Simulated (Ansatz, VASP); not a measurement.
# BN: VASP beside Ansatz

```xyz
4
Lattice="2.5500 0.0000 0.0000 -1.2750 2.2084 0.0000 0.0000 0.0000 4.2100" Properties=species:S:1:pos:R:3 pbc="T T T"
B     0.0000    1.4722    0.0000
B     1.2750    0.7361    2.1050
N     0.0000    1.4722    1.5745
N     1.2750    0.7361    3.6795
```

Measurements of this composition are mostly on another form, of space group No. 194.

Alike in both runs: task single point; functional PBEsol; k mesh 9 × 9 × 4; occupations gaussian, width 0.1 eV; no spin polarisation.

|  | VASP | Ansatz |
| --- | --- | --- |
| version | VASP 6.6.1 | Ansatz 0.2.0 |
| potentials or method | VASP PAW PBE potentials, release 64 (B, N) | scalar-relativistic, plane waves, PAW |
| plane-wave cutoff (eV) | 520 | 420 |
| valence electrons in the cell | 16 | 16 |

|  | VASP | Ansatz | Ansatz less VASP |
| --- | --- | --- | --- |
| gap on the k mesh at the Fermi level (eV) | 4.94 | 4.95 | +0.012 |
| least direct gap on the mesh (eV) | 8.14 | 8.14 | 0.000 |
| pressure (GPa) | -2.7 | -3.5 | -0.76 |
| largest component of the traceless stress (GPa) | 1.22 | 1.25 | +0.033 |
| rms of the force components (eV/Å) | 0.031 | 0.033 | +0.0016 |

Atom by atom the forces differ by 0.002 eV/Å (rms over components). The functional is the same, so the differences come from potentials, cutoffs and numerics. Ansatz warned: «pseudo_functional_mismatch».

Caveats: the PAW data sets were made with another functional, which shifts forces and pressure a little (VASP); an odd mesh through Γ misses points on the zone boundary, where band edges often lie. Expect the measured gap to be larger: semilocal functionals such as PBEsol lack the derivative discontinuity.
